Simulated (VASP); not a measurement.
WC: single point with r2SCAN

The system is WC.

```xyz
2
Lattice="2.9005 0.0000 0.0000 -1.4503 2.5119 0.0000 0.0000 0.0000 2.8290" Properties=species:S:1:pos:R:3 pbc="T T T"
W     0.0000    0.0000    0.0000
C     1.4503    0.8373    1.4145
```

| Property | Result |
| --- | --- |
| Program | VASP 6.6.1 |
| Task | single point |
| Functional | r2SCAN |
| Potentials or basis | VASP PAW PBE potentials, release 64 (W_sv, C) |
| Cutoff | 520 eV |
| k mesh | 9 × 9 × 6 |
| Occupations | gaussian, width 0.1 eV |
| Spin | no spin polarisation |

- Pressure: 6.5 GPa
- Band gap on the k mesh: none (metal or under the smearing width)

Stress tensor (GPa, compression positive):
```
7.02 0.00 0.00
0.00 7.02 0.00
0.00 0.00 5.51
```

Levels at points of the mesh, in eV from the Fermi level:
```
           k point  band 6  band 7  band 8  band 9  band 10  band 11  band 12  band 13
(0.00, 0.00, 0.00)   -4.57   -3.55   -3.55    0.07     3.42     3.42     5.97     5.97
(0.00, 0.00, 0.50)   -9.09   -2.15   -2.15   -0.61    -0.61     3.82     4.82     4.82
```

Wall time 18 s on 1 thread of Intel(R) Xeon(R) 6975P-C (Granite Rapids), with other jobs on the host, peak memory 0.15 GiB.

Caveat: the k mesh is coarse (spacing up to 0.37 Å⁻¹), so the values aren't converged; the PAW data sets were made with another functional, which shifts forces and pressure a little. The run has no spin-orbit coupling, so splittings on W are missing.
